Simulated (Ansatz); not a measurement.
## MnS under pressure: fit and missing row

MnS, F-43m, a = 5.464 Å. This isn't the usual stable structure of the compound. Ansatz: PBEsol, PAW, 420 eV, Γ-centred 14×14×14 mesh on 2 atoms, Gaussian smearing 0.10 eV; collinear spin, largest moment 3.9 μB. Cell and atoms are relaxed at each pressure, and no other structure is tried, so the rows at high pressure may lie past a change of phase.

```
V (Å³/atom) P (GPa)
     10.916        ?
     12.026    50.00
     13.073    24.98
     13.843    11.97
     17.963     4.01
     19.606     0.99
     20.390    -0.02
     21.110    -0.99
```

Task: Take V0 = 20.390 Å³/atom, count pressures from its P0 = -0.02 GPa, fit the third-order Birch–Murnaghan form to the other rows, and predict the missing pressure.

Result: With the Eulerian strain f = ½[(V0/V)^(2/3) − 1] and y = (P − P0)/[3f(1 + 2f)^(5/2)], the form is the line y = B0 + 1.5 B0 (B0′ − 4) f. Rows (f, y): 0.21094, 32.8; 0.17246, 23.0; 0.14728, 14.2; 0.04408, 24.7; 0.01324, 23.8; -0.01143, 30.0. Means f = 0.09609, y = 24.750; Σ(Δf)² = 0.04277, ΣΔfΔy = -0.2323; the slope is their ratio. y = 25.27 − 5.432 f GPa, so B0 = 25.3 GPa and B0′ = 4 + 2 × (-5.432)/(3 × 25.27) = 3.86. At V = 10.916, f = 0.25835, y = 23.87 and P = 52.38 GPa. The run gave 89.94 GPa, so the fit is 37.56 GPa too low, 41 % of the span of the series, against an rms of 6.47 GPa on the fitted rows. The row lies outside the fitted range. The points of y bend away from a line: a fourth-order term fitted to them gives P = 104.11 GPa at this row's volume (the line 52.38, the run 89.94). The records add, with no proof that it causes the miss: the largest moment runs from 0.00 to 4.76 μB along the series. With a term in f² added B0′ becomes -1.93, so this figure hangs on the form.

The largest moment runs from 0.00 to 4.76 μB along the series, so B0 and B0′ hold the change of the moment too.

The state reached may not be the lowest one. Moments started parallel, and an antiferromagnetic order may lie lower. The mesh isn't the same in all rows (14×14×14, 16×16×16).